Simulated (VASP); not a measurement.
Here is a VASP 6.6.1 calculation.

The input INCAR:

```
ALGO = Normal
EDIFF = 1E-7
EDIFFG = -0.005
ENCUT = 600
IBRION = 2
ISIF = 3
ISMEAR = 1
LASPH = T
LCHARG = F
LREAL = F
LWAVE = F
NELM = 80
NSW = 90
PREC = Accurate
PSTRESS = 502.0
SIGMA = 0.1
```

File KPOINTS:

```
k-points
0
Gamma
  16 16 16
```

POSCAR

```
Ta                                      
1.0
   -1.5392990998      1.5392990998      1.5392990998
    1.5392990998     -1.5392990998      1.5392990998
    1.5392990998      1.5392990998     -1.5392990998
  Ta            
     1
Direct
     0.0000000000000000    1.0000000000000000    1.0000000000000000
```

Potentials or basis: VASP PAW LDA potentials, release 64 (Ta_pv).

Run with:

```bash
$ cat potpaw_LDA.64/Ta_pv/POTCAR > POTCAR
$ mpirun -np 1 vasp_std > vasp.out
```

(1) Predict the band gap on the k mesh.

Results:

(1) none (metal or under the smearing width).

Caveat: the relaxation stopped at its first step, so nothing moved.
